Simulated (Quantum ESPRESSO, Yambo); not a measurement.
# InP (F-43m): G0W0 in Yambo against the bands, part 2 of 2

How does the gap of InP (F-43m) converge in the bands?

Yambo 5.3.0; PBE and many-body steps on it, plane waves. Known limits of the many-body steps: not at the basis limit; no spin-orbit coupling; coarse k mesh.

So far. Step 4 (127 bands): Against the run before, the gap moves by +0.006 eV.

## Step 5: 223 bands

Level of this step: G0W0 on PBE, plane waves, norm-conserving pseudopotentials (Yambo).

gw4.in

```
HF_and_locXC
gw0
dyson
ppa
em1d
rim_cut
RandQpts= 1000000
RandGvec= 1 RL
EXXRLvcs= 80 Ry
VXCRLvcs= 320 Ry
Chimod= "HARTREE"
% BndsRnXp
 1 | 223 |
%
NGsBlkXp= 15.5 Ry
% LongDrXp
 1 | 1 | 1 |
%
% GbndRnge
 1 | 223 |
%
DysSolver= "n"
ExtendOut
PPAPntXp= 27.21138 eV
% QPkrange
 1 | 1 | 12 | 15 |
%
```

The run is started by

```
$ OMP_NUM_THREADS=1 mpirun -n 8 yambo -F gw4.in -J gw4 -C gw4 > gw4.log
```

Log:

```text
 Yambo, version 5.3.0

 [02] CORE Variables Setup
 =========================

  [... cell, symmetries and grids as in the set-up ...]

  [02.05] Energies & Occupations
  ==============================

  [X] === General ===
  [X] Electronic Temperature                        :  0.000000  0.000000 [eV K]
  [X] Bosonic    Temperature                        :  0.000000  0.000000 [eV K]
  [X] Finite Temperature mode                       : no
  [X] El. density                                   :  0.51453E+24 [cm-3]
[...]
Sx RL components                                 :   4279

   QP @ state[ 1 ] K range                          :  1  1
   QP @ state[ 1 ] b range                          :  12  15
   GF energies kind                                 : Perdew, Burke & Ernzerhof(X)+Perdew, Burke & Ernzerhof(C)
   GF WF`s kind                                     : Perdew, Burke & Ernzerhof(X)+Perdew, Burke & Ernzerhof(C)
   Xs energies kind                                 : Perdew, Burke & Ernzerhof(X)+Perdew, Burke & Ernzerhof(C)
   Xs WF`s kind                                     : Perdew, Burke & Ernzerhof(X)+Perdew, Burke & Ernzerhof(C)

 [11] Game Over & Game summary
```

Elapsed: 97 s, on 8 MPI ranks of INTEL XEON PLATINUM 8581C at 2.30GHz (Emerald Rapids), shared host; peak memory 3.9 GiB; 13 min of CPU time.

This step gave:

| Property | Result |
| --- | --- |
| G0W0 gap on the points computed | 1.383 eV |
| starting gap on the mesh | 0.6864 eV |
| k of the valence top | 0, 0, 0 |
| k of the conduction bottom | 0, 0, 0 |
| least direct G0W0 gap on the computed points | 1.383 eV |

Against the run before, the gap moves by +0.007 eV.

## Step 6: 337 bands

gw5.in

```
HF_and_locXC
gw0
dyson
ppa
em1d
rim_cut
RandQpts= 1000000
RandGvec= 1 RL
EXXRLvcs= 80 Ry
VXCRLvcs= 320 Ry
Chimod= "HARTREE"
% BndsRnXp
 1 | 337 |
%
NGsBlkXp= 15.5 Ry
% LongDrXp
 1 | 1 | 1 |
%
% GbndRnge
 1 | 337 |
%
DysSolver= "n"
ExtendOut
PPAPntXp= 27.21138 eV
% QPkrange
 1 | 1 | 12 | 15 |
%
```

The run is started by

```
$ OMP_NUM_THREADS=1 mpirun -n 8 yambo -F gw5.in -J gw5 -C gw5 > gw5.log
```

Log:

```text
 Yambo, version 5.3.0

 [02] CORE Variables Setup
 =========================

  [... cell, symmetries and grids as in the set-up ...]

  [02.05] Energies & Occupations
  ==============================

  [X] === General ===
  [X] Electronic Temperature                        :  0.000000  0.000000 [eV K]
  [X] Bosonic    Temperature                        :  0.000000  0.000000 [eV K]
  [X] Finite Temperature mode                       : no
  [X] El. density                                   :  0.51453E+24 [cm-3]
[...]
Sx RL components                                 :   4279

   QP @ state[ 1 ] K range                          :  1  1
   QP @ state[ 1 ] b range                          :  12  15
   GF energies kind                                 : Perdew, Burke & Ernzerhof(X)+Perdew, Burke & Ernzerhof(C)
   GF WF`s kind                                     : Perdew, Burke & Ernzerhof(X)+Perdew, Burke & Ernzerhof(C)
   Xs energies kind                                 : Perdew, Burke & Ernzerhof(X)+Perdew, Burke & Ernzerhof(C)
   Xs WF`s kind                                     : Perdew, Burke & Ernzerhof(X)+Perdew, Burke & Ernzerhof(C)

 [11] Game Over & Game summary
```

Run time: 2.4 min. Hardware: 8 MPI ranks; peak memory 4.7 GiB; 19 min of CPU time.

Numbers from this step:

```yaml
g0w0_gap_on_the_points_computed: 1.382 eV
starting_gap_on_the_mesh: 0.6864 eV
k_of_the_valence_top: 0, 0, 0
k_of_the_conduction_bottom: 0, 0, 0
least_direct_g0w0_gap_on_the_computed_points: 1.382 eV
```

Against the run before, the gap moves by −0.001 eV.

## Step 7: 466 bands

gw6.in

```
HF_and_locXC
gw0
dyson
ppa
em1d
rim_cut
RandQpts= 1000000
RandGvec= 1 RL
EXXRLvcs= 80 Ry
VXCRLvcs= 320 Ry
Chimod= "HARTREE"
% BndsRnXp
 1 | 466 |
%
NGsBlkXp= 15.5 Ry
% LongDrXp
 1 | 1 | 1 |
%
% GbndRnge
 1 | 466 |
%
DysSolver= "n"
ExtendOut
PPAPntXp= 27.21138 eV
% QPkrange
 1 | 1 | 12 | 15 |
%
```

The run is started by

```
$ OMP_NUM_THREADS=1 mpirun -n 8 yambo -F gw6.in -J gw6 -C gw6 > gw6.log
```

Log:

```text
 Yambo, version 5.3.0

 [02] CORE Variables Setup
 =========================

  [... cell, symmetries and grids as in the set-up ...]

  [02.05] Energies & Occupations
  ==============================

  [X] === General ===
  [X] Electronic Temperature                        :  0.000000  0.000000 [eV K]
  [X] Bosonic    Temperature                        :  0.000000  0.000000 [eV K]
  [X] Finite Temperature mode                       : no
  [X] El. density                                   :  0.51453E+24 [cm-3]
[...]
Sx RL components                                 :   4279

   QP @ state[ 1 ] K range                          :  1  1
   QP @ state[ 1 ] b range                          :  12  15
   GF energies kind                                 : Perdew, Burke & Ernzerhof(X)+Perdew, Burke & Ernzerhof(C)
   GF WF`s kind                                     : Perdew, Burke & Ernzerhof(X)+Perdew, Burke & Ernzerhof(C)
   Xs energies kind                                 : Perdew, Burke & Ernzerhof(X)+Perdew, Burke & Ernzerhof(C)
   Xs WF`s kind                                     : Perdew, Burke & Ernzerhof(X)+Perdew, Burke & Ernzerhof(C)

 [11] Game Over & Game summary
```

It took 3.3 min on 8 MPI ranks; peak memory 5.6 GiB; 26 min of CPU time.

Numbers from this step:

* G0W0 gap on the points computed: 1.378 eV
* starting gap on the mesh: 0.6864 eV
* k of the valence top: 0, 0, 0
* k of the conduction bottom: 0, 0, 0
* least direct G0W0 gap on the computed points: 1.378 eV

Against the run before, the gap moves by −0.003 eV.

## Step 8: Side by side

Times are wall times on 8 MPI ranks of INTEL XEON PLATINUM 8581C at 2.30GHz (Emerald Rapids), shared host, good to a factor of about two.

| run | mesh | bands | screening cutoff (eV) | DFT gap (eV) | gap on the mesh (eV) | direct (eV) | time |
| --- | --- | --- | --- | --- | --- | --- | --- |
| 39 bands | 4×4×4 | 39 | 210.9 | 0.686 | 1.398 | 1.398 | 18 s |
| 69 bands | 4×4×4 | 69 | 210.9 | 0.686 | 1.369 | 1.369 | 32 s |
| 127 bands | 4×4×4 | 127 | 210.9 | 0.686 | 1.375 | 1.375 | 56 s |
| 223 bands | 4×4×4 | 223 | 210.9 | 0.686 | 1.383 | 1.383 | 97 s |
| 337 bands | 4×4×4 | 337 | 210.9 | 0.686 | 1.382 | 1.382 | 2.4 min |
| 466 bands | 4×4×4 | 466 | 210.9 | 0.686 | 1.378 | 1.378 | 3.3 min |

## Step 9: Summary of results

| Item | Value |
| --- | --- |
| 39 bands | 1.398 eV |
| 69 bands | 1.369 eV |
| 127 bands | 1.375 eV |
| 223 bands | 1.383 eV |
| 337 bands | 1.382 eV |
| 466 bands | 1.378 eV |
| known limits | not at the basis limit; no spin-orbit coupling; coarse k mesh |

**Reading.** The setting moved: bands. From 39 bands to 466 bands the gap moves by −0.02 eV, for 11 times the time. It holds to 0.03 eV from 39 bands on. Bands and screening cutoff are coupled, so a series along one setting does not show full convergence. Bands and cutoff are finite, so the gap is not at the basis limit. The miss can reach some tenths of an eV and take either sign; the mesh is an error of its own. In the G0W0 runs levels were corrected at 1 k point alone, so a gap called «on the mesh» is the least over those, and an edge elsewhere would be missed. The 4×4×4 mesh is coarse for this cell, which bears on the long-range parts of exchange and screening. The many-body steps are scalar-relativistic: spin-orbit coupling is not in them.

[Paths, hosts, dates, memory and timing lines, banners, echoed tables and standing remarks are left out of the program output.]

[Logs are printed without paths, hosts, clocks, repeated set-up lines and the standing remarks that a program may print on its own settings, such as how far it seeks lower states.]

[Runs of the session that timed out or met a known fault of the program may be left out.]

[Hosts, paths, dates, database ids (printed as entryN), source tags and the programs' standing remarks are cut or masked in the printed files.]
